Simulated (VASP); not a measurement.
**C: single point with PBE+D3(BJ)**

Slab: C, a slab with vacuum.

```
C
1.0
     2.46607    0.00000    0.00000
    -1.23303    2.13568    0.00000
     0.00000    0.00000   28.00000
C
2
Direct
  0.33333 0.66667 0.50000
  0.66667 0.33333 0.50000
```

The cell was built by a generator and needn't be a form met in nature.

```yaml
Program: VASP 6.6.1
Task: single point
Functional: PBE
Dispersion: D3(BJ)
Potentials_or_basis: VASP PAW PBE potentials, release 64 (C)
Cutoff: 520 eV
k_mesh: 9 × 9 × 1
Occupations: gaussian, width 0.1 eV
Spin: no spin polarisation
Dipole_correction: yes
Further_INCAR_settings: ALGO = Fast; EDIFF = 1e-07; NBANDS = 11
```

```json
{
 "Band gap on the k mesh": "none (metal or under the smearing width)",
 "Dispersion energy per atom": "-0.089 eV"
}
```

Levels at points of the mesh, in eV from the Fermi level:
| k point | band 2 | band 3 | band 4 | band 5 | band 6 | band 7 |
| --- | --- | --- | --- | --- | --- | --- |
| (0.00, 0.00, 0.00) | -7.62 | -3.05 | -3.05 | 3.26 | 4.04 | 4.29 |

Wall time 34 s on 1 thread of Intel(R) Xeon(R) Platinum 8488C (Sapphire Rapids), with other jobs on the host, peak memory 0.23 GiB.
